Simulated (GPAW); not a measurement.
CdTe:

```xyz
2
Lattice="0.0000 3.2050 3.2050 3.2050 0.0000 3.2050 3.2050 3.2050 0.0000" Properties=species:S:1:pos:R:3 pbc="T T T"
Te    4.8075    4.8075    4.8075
Cd    0.0000    0.0000    0.0000
```

Base run:

```yaml
Program: GPAW 26.7.0
Functional: LDA
Potentials_or_basis: JTH PAW 2.0, LDA
Cutoff: 600 eV
Basis: pw
k_mesh: 6 × 6 × 6
Occupations: fermi-dirac, width 0.05 eV
Spin: no spin polarisation
```

Its results: band gap on the k mesh 0.61 eV, direct; pressure 0.1 GPa.

The run is repeated on the same cell with these changes: functional from LDA to PBE; potentials or basis from JTH PAW 2.0, LDA to JTH PAW 2.0, PBE. What comes out?

Band gap on the k mesh 0.87 eV, direct; pressure 4.4 GPa.

Caveats: the program truncates these outside data sets; spin-orbit coupling is left out, which moves the levels of the heavy elements.
